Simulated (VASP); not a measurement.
Crystal: HfC.

```
Hf C
1.0
     3.42554    0.00000    0.00000
    -1.71277    2.96660    0.00000
     0.00000    0.00000    4.77436
Hf C
2 2
Cartesian
  0.0000 0.0000 0.0000
  0.0000 0.0000 2.3872
  0.0000 1.9777 1.1936
  1.7128 0.9889 3.5808
```

The cell comes from a database or a generator and needn't be the stable form of this composition.

```yaml
Program: VASP 6.6.1
Task: relaxation of cell and atoms
Functional: PBEsol
Potentials_or_basis: VASP PAW PBE potentials, release 64 (Hf_pv, C)
Cutoff: 600 eV
k_mesh: 10 × 10 × 6
Occupations: gaussian, width 0.05 eV
Spin: no spin polarisation
```

At the start: pressure 25.3 GPa; volume 12.13 Å³/atom.

Question: Where does the relaxation end?

Answer: Over 9 steps the energy falls by 843.6 meV/atom and the volume is 12.91 Å³/atom (+6.4 %); space group P6_3/mmc (No. 194, to 0.05 Å).

The path:
```tsv
step	energy change (eV)	largest force (eV/Å)	pressure (GPa)	volume (Å³)
1	0.0000	0.0000	25.27	48.52
2	-1.3794	0.0000	-27.70	60.09
3	-3.2037	0.0000	-13.52	55.36
4	-3.2168	0.0000	-11.54	54.90
5	-3.2018	0.0000	13.69	48.73
6	-3.3737	0.0000	-0.78	51.79
7	-3.3738	0.0000	-0.54	51.73
8	-3.3738	0.0000	0.56	51.53
9	-3.3744	0.0000	0.02	51.63
```

Final structure:
```
Hf C
1.0
     3.23078    0.00000    0.00000
    -1.61539    2.79794    0.00000
     0.00000    0.00000    5.71153
Hf C
2 2
Direct
  0.00000 0.00000 0.00000
  0.00000 0.00000 0.50000
  0.33333 0.66667 0.25000
  0.66667 0.33333 0.75000
```

Caveat: the PAW data sets were made with another functional, which shifts forces and pressure a little.
